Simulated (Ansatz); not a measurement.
## MoS2 in Ansatz: the effect of Hubbard term

The system is MoS2, a slab with vacuum.

```xyz
6
Lattice="3.1845 0.0000 0.0000 -1.5923 2.7579 0.0000 0.0000 0.0000 21.6705" Properties=species:S:1:pos:R:3 pbc="T T T"
Mo    0.0000    1.8386   18.4451
Mo    1.5923    0.9193    3.2254
S     1.5923    0.9193   16.8949
S     0.0000    1.8386    1.6741
S     1.5923    0.9193   19.9965
S     0.0000    1.8386    4.7756
```

Alike in all runs:

| Item | Value |
| --- | --- |
| Program | Ansatz 0.2.0 |
| Task | relaxation of cell and atoms |
| Functional | PBEsol |
| Potentials or basis | Ansatz PAW |
| Cutoff | 420 eV (not typed: the program's choice for these potentials) |
| k mesh | 10 × 10 × 2 |
| Occupations | fermi-dirac, width 0.05 eV |
| Spin | no spin polarisation |
| Hubbard projectors | ortho-atomic (the default) |
| Double counting | fll (the default) |

Each run relaxes the cell or the atoms first.

```csv
Hubbard term,relaxed volume (Å³/atom),gap on the mesh (eV)
none,30.71,1.44
Mo d U = 1 eV,30.69,1.45
Mo d U = 2 eV,30.69,1.46
Mo d U = 3 eV,30.69,1.48
Mo d U = 4 eV,30.69,1.45
Mo d U = 5 eV,30.71,1.40
Mo d U = 6 eV,?,?
Mo d U = 8 eV,31.75,0.78
```

Task: What does the run with Hubbard term Mo d U = 6 eV give?

Result: Relaxed volume 30.82 Å³/atom; gap on the mesh 1.32 eV.

Worked out: A parabola through the other rows of the relaxed volume, of slope 0.252 Å³/atom per eV there, gives 31.07 Å³/atom, against the run's 30.82. The fit is too stiff a form for this range. A parabola through the other rows of the gap on the mesh, of slope -0.161 eV per eV there, gives 1.21 eV, against the run's 1.32. The fit is too stiff a form for this range.

Caveats: the plane-wave basis is chosen anew once the cell has moved, so the energies of steps on either side of that aren't comparable; the PAW data sets come from PBE, with cores solved anew for the run's functional, which leaves a small shift of forces and pressure; without dispersion, layers of such crystals drift apart on relaxing, which shifts levels and gaps; volumes and pressures include the vacuum.

A k mesh can miss the band edges.
